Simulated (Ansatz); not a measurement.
TiAl:

```xyz
2
Lattice="3.1791 0.0000 0.0000 0.0000 3.1791 0.0000 0.0000 0.0000 3.1791" Properties=species:S:1:pos:R:3 pbc="T T T"
Ti    0.0000    0.0000    0.0000
Al    1.5895    1.5895    1.5895
```

The cell comes from a database or a generator and needn't be the stable form of this composition.

Base run:

| Quantity | Value |
| --- | --- |
| Program | Ansatz 0.2.0 |
| Functional | PBEsol |
| Potentials or basis | all-electron LAPW, scalar-relativistic |
| Cutoff | 205 eV (chosen from the basis error) |
| Basis error allowed | 0.001 eV/atom |
| k mesh | 8 × 8 × 8 |
| Occupations | fermi-dirac, width 0.05 eV |
| Spin | no spin polarisation |

Its results: band gap on the k mesh none (metal or under the smearing width); pressure -2.4 GPa.

Question: The run is repeated on the same cell with these changes: dispersion from none to D4; hubbard terms from none to Ti d U = 4.5 eV. What comes out?

Answer: Band gap on the k mesh none (metal or under the smearing width); pressure 0.9 GPa.

Several settings changed at once, so the effect can't be laid on one alone.

Caveats: U is the effective U less J, on atomic orbitals that reach past the spheres (some runs); U without spin polarisation on a metal has little footing (some runs); pairwise dispersion overbinds metals, which lowers pressure and volume (some runs); the U is typed as a test and isn't derived for this compound (some runs).
